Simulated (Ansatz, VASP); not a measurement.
# H: VASP beside Ansatz

```
CELL_PARAMETERS angstrom
3.74413 0.00000 0.00000
-1.87206 3.24251 0.00000
0.00000 0.00000 5.17283
ATOMIC_POSITIONS crystal
H 0.33333 0.66667 0.17650
H 0.66667 0.33333 0.67650
H 0.66667 0.33333 0.82350
H 0.33333 0.66667 0.32350
```

Change from the starting cell: strain -0.025 along x and y, +0.025 along z, atoms carried along.

Alike in both runs: task single point; functional PBE; k mesh 9 × 9 × 6; occupations gaussian, width 0.05 eV; no spin polarisation.

```csv
,VASP,Ansatz
version,VASP 6.6.1,Ansatz 0.2.0
potentials or method,"VASP PAW PBE potentials, release 64 (H)","scalar-relativistic, plane waves, PAW"
plane-wave cutoff (eV),520,420
valence electrons in the cell,4,4
```

|  | VASP | Ansatz | Ansatz less VASP |
| --- | --- | --- | --- |
| gap on the k mesh at the Fermi level (eV) | 9.00 | 9.00 | -0.002 |
| least direct gap on the mesh (eV) | 9.00 | 9.00 | -0.001 |
| pressure (GPa) | -0.5 | -0.4 | +0.16 |
| largest component of the traceless stress (GPa) | 0.90 | 0.85 | -0.049 |
| rms of the force components (eV/Å) | 0.194 | 0.189 | -0.0056 |

Atom by atom the forces differ by 0.006 eV/Å (rms over components).

Caveats: an odd mesh through Γ misses points on the zone boundary, where band edges often lie.
